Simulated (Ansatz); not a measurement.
# CdTe: a film clamped to a substrate

Computed with Ansatz 0.2.0, DFT PBE, scalar-relativistic, plane waves, PAW. The runs took a 420 eV cutoff, a Γ-centred 10×10×10 mesh and Gaussian smearing (0.05 eV). No spin polarisation. Energies are free energies at this smearing, counted from the undisturbed cell; pressure is positive in compression.

Reference structure (relaxed at this level):

```yaml
crystal:
  lattice:
    - [0.00000, 3.30869, 3.30869]
    - [3.30869, 0.00000, 3.30869]
    - [3.30869, 3.30869, 0.00000]
  atoms:
    - { symbol: Cd, position: [0.00000, 0.00000, 0.00000] }
    - { symbol: Te, position: [0.75000, 0.75000, 0.75000] }
```

The cell (2 atoms, V0 = 72.44 Å³) is strained by p along both x and y and by q along z, fractional coordinates fixed. τp = (1/V0) ∂E/∂p = (σxx + σyy)(1 + p)(1 + q) and τq = (1/V0) ∂E/∂q = σzz(1 + p)², with tension positive.

| p | q | ΔE (meV/atom) | τp (GPa) | τq (GPa) |
| --- | --- | --- | --- | --- |
| 0.000 | 0.000 | 0.00 | -0.03 | -0.01 |
| -0.015 | 0.000 | 4.11 | -2.43 | -0.96 |
| 0.015 | 0.000 | 3.62 | 2.13 | 0.82 |
| 0.000 | -0.015 | 1.24 | -0.95 | -0.72 |
| 0.000 | 0.015 | 1.11 | 0.83 | 0.67 |

Question: Get the second derivatives of the energy density.

Answer: Central differences give A = ∂τp/∂p = 152 GPa (C11 + C22 + 2 C12), C = ∂τq/∂q = 46 GPa (C33) and the cross term B = ∂τq/∂p = 60 GPa (C13 + C23); ∂τp/∂q = 59 GPa must equal B, and any difference shows higher-order terms. The ions are clamped. In a cubic crystal C11 = C = 46, C12 = B/2 = 29.8 GPa and A should be 2(C11 + C12) = 152 GPa; the bulk modulus is (C11 + 2 C12)/3 = 35 GPa.

Question: A film of this crystal grows with z along the normal on a substrate that imposes p. How does its thickness respond, and what does the misfit cost?

Answer: Count p and q from the stress-free cell. A free surface needs τq = 0, so q = −(B/C) p = -1.29 p. The energy density left is (A − B²/C) p²/2 = M p², with the biaxial modulus M = 38 GPa; a misfit of 1 % costs 0.85 meV/atom, against 1.72 meV/atom if the thickness were held.

Letting the film's thickness respond roughly halves the misfit energy, from 1.72 to 0.85 meV/atom at 1 % misfit. The strain normal to the film is larger than the in-plane strain and opposite in sign, yet it offsets only part of the area change, so the volume still follows the misfit. This reflects the tetrahedral network: changing bond angles is cheaper than changing bond lengths, and the polar Cd–Te bond offers weaker angular resistance than a more covalent one. Compression costs more than equal extension for both strains, partly because of bond anharmonicity and partly because the starting cell is still slightly compressed; for the strain along z this residual stress accounts for most of the difference.

Clamping the ions costs nothing here, since the symmetry left under these strains holds both sublattices in place. The constants C11 and C12 and the bulk modulus are nonetheless lower than those known for CdTe, probably because PBE overestimates the lattice constant and so softens the bonds. The biaxial modulus applies to a cube-face film; other orientations generally also need C44, for which internal relaxation does matter.
